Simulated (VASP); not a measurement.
# Co (P6_3/mmc) in VASP: settings compared, part 2 of 2

VASP 6.6.1.

## (5) Band structure, PBE, collinear spin, ferromagnetic start

File INCAR:

```
  PREC = Accurate
  ENCUT = 520
  EDIFF = 1E-6
  ISMEAR = -1
  SIGMA = 0.05
  LREAL = False
  LASPH = True
  NELM = 100
  ALGO = Fast
  ISIF = 2
  LWAVE = False
  LCHARG = False
  ISPIN = 2
  MAGMOM = 2 2
  LORBIT = 11
  LMAXMIX = 4
  GGA = PE
```

File KPOINTS:

```
regular mesh
0
Gamma
  16 16 10
```

File POSCAR:

```
Co
1.0
    2.5070000000      0.0000000000      0.0000000000
   -1.2535000000      2.1711256873      0.0000000000
    0.0000000000      0.0000000000      4.0690000000
Co
2
Direct
    0.3333333333      0.6666666667      0.2500000000
    0.6666666667      0.3333333333      0.7500000000
```

File KPOINTS_OPT:

```
explicit points
26
Reciprocal
 0.0000000000  0.0000000000  0.0000000000 1
 0.0000000000  0.0000000000  0.0200000000 1
 0.0000000000  0.0000000000  0.0400000000 1
 0.0000000000  0.0000000000  0.0600000000 1
 0.0000000000  0.0000000000  0.0800000000 1
 0.0000000000  0.0000000000  0.1000000000 1
 0.0000000000  0.0000000000  0.1200000000 1
 0.0000000000  0.0000000000  0.1400000000 1
 0.0000000000  0.0000000000  0.1600000000 1
 0.0000000000  0.0000000000  0.1800000000 1
 0.0000000000  0.0000000000  0.2000000000 1
 0.0000000000  0.0000000000  0.2200000000 1
 0.0000000000  0.0000000000  0.2400000000 1
 0.0000000000  0.0000000000  0.2600000000 1
 0.0000000000  0.0000000000  0.2800000000 1
 0.0000000000  0.0000000000  0.3000000000 1
 0.0000000000  0.0000000000  0.3200000000 1
 0.0000000000  0.0000000000  0.3400000000 1
 0.0000000000  0.0000000000  0.3600000000 1
 0.0000000000  0.0000000000  0.3800000000 1
 0.0000000000  0.0000000000  0.4000000000 1
 0.0000000000  0.0000000000  0.4200000000 1
 0.0000000000  0.0000000000  0.4400000000 1
 0.0000000000  0.0000000000  0.4600000000 1
 0.0000000000  0.0000000000  0.4800000000 1
 0.0000000000  0.0000000000  0.5000000000 1
```

Potentials or basis: VASP PAW PBE potentials, release 64 (Co).

Command:

```
> cat potpaw_PBE.64/Co/POTCAR > POTCAR
> mpirun -np 1 vasp_std > vasp.out
```

It took 56 s on 1 thread of Intel Xeon 6975P-C (Granite Rapids), shared host; peak memory 0.26 GiB.

Results (log left out):

```yaml
Free_energy: -14.0695 eV
Pressure: -5.0 GPa
Band_gap_along_the_path: none (metal or under the smearing width)
Net_moment: 3.19 μB per cell
Site_moments: Co +1.62 μB
Valence_electrons_inside_the_program's_atomic_spheres: Co 8.23
```

Stress tensor (GPa, compression positive):
```
-4.69  0.00  0.00
 0.00 -4.69  0.00
 0.00  0.00 -5.62
```

Levels at points of the mesh, in eV from the Fermi level:
Spin up:
| k point | band 9 | band 10 | band 11 | band 12 | band 13 | band 14 |
| --- | --- | --- | --- | --- | --- | --- |
| (0.00, 0.00, 0.00) | -1.91 | -0.86 | -0.86 | -0.10 | 6.12 | 21.85 |
| (0.50, 0.00, 0.00) | -0.65 | -0.58 | 1.26 | 3.22 | 9.50 | 10.13 |
| (0.00, 0.00, 0.50) | -1.16 | -1.16 | -1.16 | -1.16 | 14.70 | 14.70 |
| (0.50, 0.00, 0.50) | -0.63 | -0.63 | 1.57 | 1.57 | 7.08 | 7.08 |
Spin down:
```tsv
k point	band 4	band 5	band 6	band 7	band 8	band 9	band 10	band 11
(0.00, 0.00, 0.00)	-0.93	-0.93	-0.58	-0.58	-0.18	-0.15	-0.15	1.02
(0.50, 0.00, 0.00)	-1.81	-1.06	-1.01	-0.62	1.14	1.26	1.30	2.46
(0.00, 0.00, 0.50)	-1.51	-0.99	-0.99	-0.99	-0.99	0.69	0.69	0.69
(0.50, 0.00, 0.50)	-2.31	-0.05	-0.05	0.24	0.24	1.24	1.24	2.15
```

## (6) Band structure, r2SCAN, collinear spin, ferromagnetic start

File INCAR:

```
ALGO     = Normal         # electronic algorithm
EDIFF    = 1E-6           # SCF threshold, eV
ENCUT    = 520            # plane-wave cutoff, eV
ISIF     = 2              # what is computed and relaxed
ISMEAR   = -1             # smearing method
ISPIN    = 2              # spin polarisation
LASPH    = True           # aspherical terms in the spheres
LCHARG   = False          # write CHGCAR
LMAXMIX  = 4              # l up to which the mixer works
LMIXTAU  = True         
LORBIT   = 11             # projections on sites
LREAL    = False          # projectors in reciprocal space
LWAVE    = False          # write WAVECAR
MAGMOM   = 2 2            # initial moments
METAGGA  = R2SCAN         # meta-GGA
NELM     = 120            # most SCF steps
PREC     = Accurate       # precision mode
SIGMA    = 0.05           # smearing width, eV
```

File KPOINTS:

```
k-points
0
Gamma
  16 16 10
```

POSCAR is that of step 5.

KPOINTS_OPT is that of step 5.

Potentials or basis: VASP PAW PBE potentials, release 64 (Co).

Command:

```
> cat potpaw_PBE.64/Co/POTCAR > POTCAR
> mpirun -np 1 vasp_std > vasp.out
```

It took 4.5 min on 1 thread of Intel Xeon 6975P-C (Granite Rapids), shared host; peak memory 0.27 GiB.

The run converged. Its results:

* Free energy: -26.3964 eV
* Pressure: -8.4 GPa
* Band gap along the path: none (metal or under the smearing width)
* Net moment: 3.57 μB per cell
* Site moments: Co +1.86 μB
* Valence electrons inside the program's atomic spheres: Co 8.25

Stress tensor (GPa, compression positive):
```
-8.79  0.00  0.00
 0.00 -8.79  0.00
 0.00  0.00 -7.56
```

Levels at points of the mesh, in eV from the Fermi level:
Spin up:
```csv
k point,band 9,band 10,band 11,band 12,band 13,band 14
"(0.00, 0.00, 0.00)",-2.75,-1.71,-1.71,-0.26,5.92,22.54
"(0.50, 0.00, 0.00)",-1.51,-1.41,0.81,2.92,9.58,10.31
"(0.00, 0.00, 0.50)",-2.01,-2.01,-2.01,-2.01,14.93,14.93
"(0.50, 0.00, 0.50)",-1.46,-1.46,1.39,1.39,6.92,6.92
```
Spin down:
| k point | band 5 | band 6 | band 7 | band 8 | band 9 | band 10 |
| --- | --- | --- | --- | --- | --- | --- |
| (0.00, 0.00, 0.00) | -0.83 | -0.80 | -0.45 | -0.45 | 0.04 | 0.04 |
| (0.50, 0.00, 0.00) | -1.00 | -0.94 | -0.58 | 1.37 | 1.53 | 1.53 |
| (0.00, 0.00, 0.50) | -0.88 | -0.88 | -0.88 | -0.88 | 0.92 | 0.92 |
| (0.50, 0.00, 0.50) | 0.02 | 0.02 | 0.13 | 0.13 | 1.47 | 1.47 |

Caveat: the PAW data sets were made with another functional, which shifts forces and pressure a little.

## (7) Band structure, PBE, non-collinear spin, ferromagnetic start, spin-orbit coupling

File INCAR:

```
PREC = Accurate
ENCUT = 520
EDIFF = 1E-6
ISMEAR = -1
SIGMA = 0.05
LREAL = F
LASPH = T
NELM = 150
ALGO = Normal
ISIF = 2
LWAVE = F
LCHARG = F
LNONCOLLINEAR = T
MAGMOM = 1.414 1.414 0 1.414 1.414 0
LORBIT = 11
LSORBIT = T
GGA_COMPAT = F
LORBMOM = T
LMAXMIX = 4
GGA = PE
NBANDS = 30
```

File KPOINTS:

```
Automatic mesh
0
Gamma
  16 16 10
```

POSCAR is that of step 6.

KPOINTS_OPT is that of step 6.

Command:

```
> cat potpaw_PBE.64/Co/POTCAR > POTCAR
> mpirun -np 1 vasp_ncl > vasp.out
```

Wall time 2 h (1 thread of AMD EPYC 7R43 (Zen 3), shared host); peak memory 1.8 GiB.

Results (log left out):

```yaml
Free_energy: -14.0861 eV
Pressure: -5.0 GPa
Net_moment: 3.19 μB per cell
Valence_electrons_inside_the_program's_atomic_spheres: Co 8.23
```

Stress tensor (GPa, compression positive):
```
-4.65  0.00  0.00
 0.00 -4.65  0.00
 0.00  0.00 -5.55
```

Moments on the atoms (μB; x, y, z):
```
Co  1.14 1.14 0.00
Co  1.14 1.14 0.00
```

## (8) Summary

| level | potentials or basis | spin | U | pressure (GPa) | moment (μB) |
| --- | --- | --- | --- | --- | --- |
| PBE+U | VASP PAW PBE potentials, release 64 (Co) | collinear, ferromagnetic start | Co d U = 2 eV | -4.3 | 3.53 |
| PBE+U | VASP PAW PBE potentials, release 64 (Co) | collinear, ferromagnetic start | Co d U = 1 eV | -4.3 | 3.40 |
| LDA | VASP PAW LDA potentials, release 64 (Co) | collinear, ferromagnetic start | - | -22.3 | 3.12 |
| PBE | VASP PAW PBE potentials, release 64 (Co) | collinear, ferromagnetic start | - | -5.0 | 3.19 |
| r2SCAN | VASP PAW PBE potentials, release 64 (Co) | collinear, ferromagnetic start | - | -8.4 | 3.57 |
| PBE | VASP PAW PBE potentials, release 64 (Co) | non-collinear, ferromagnetic start, SOC | - | -5.0 | 3.19 |

Alike in all rows: task band structure; cell as given; k mesh 16 × 16 × 10; cutoff (eV) 520; smearing fermi-dirac 0.05 eV.

Caveats: the U is typed as a test and isn't derived for this compound (some runs); so large a pressure means that the cell lies far from this level's equilibrium, or that cutoff or potentials fall short (some runs); the PAW data sets were made with another functional, which shifts forces and pressure a little (some runs).

Absolute energies hang on the potentials; compare differences alone.
